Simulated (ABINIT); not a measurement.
SnTe in ABINIT: the effect of functional

The system is SnTe.

```
Te Sn
1.0
     0.00000    3.15085    3.15085
     3.15085    0.00000    3.15085
     3.15085    3.15085    0.00000
Te Sn
1 1
Direct
  0.50000 0.50000 0.50000
  0.00000 0.00000 0.00000
```

Alike in all runs:

| Property | Result |
| --- | --- |
| Program | ABINIT 10.8.3 (patched build) |
| Task | single point |
| Potentials or basis | JTH PAW PBE v2.0 |
| Cutoff | 707 eV |
| k mesh | 7 × 7 × 7 |
| Occupations | fermi-dirac, width 0.05 eV |
| Spin | no spin polarisation |

Task: One run gave: pressure 5.8 GPa. Which functional did it use?
A. WC
B. LDA
C. SCAN
D. PW91
E. BLYP

Result: E.

| functional | pressure (GPa) |
| --- | --- |
| PBE | 1.9 |
| LDA | -1.8 |
| PBEsol | -0.7 |
| RPBE | 3.3 |
| BLYP | 5.8 |
| AM05 | -0.4 |
| r2SCAN | 1.2 |
| SCAN | 0.5 |
| revPBE | 2.9 |
| PW91 | 1.9 |
| WC | -0.5 |

Caveats: the PAW data sets were made with another functional, which shifts forces and pressure a little (some runs).
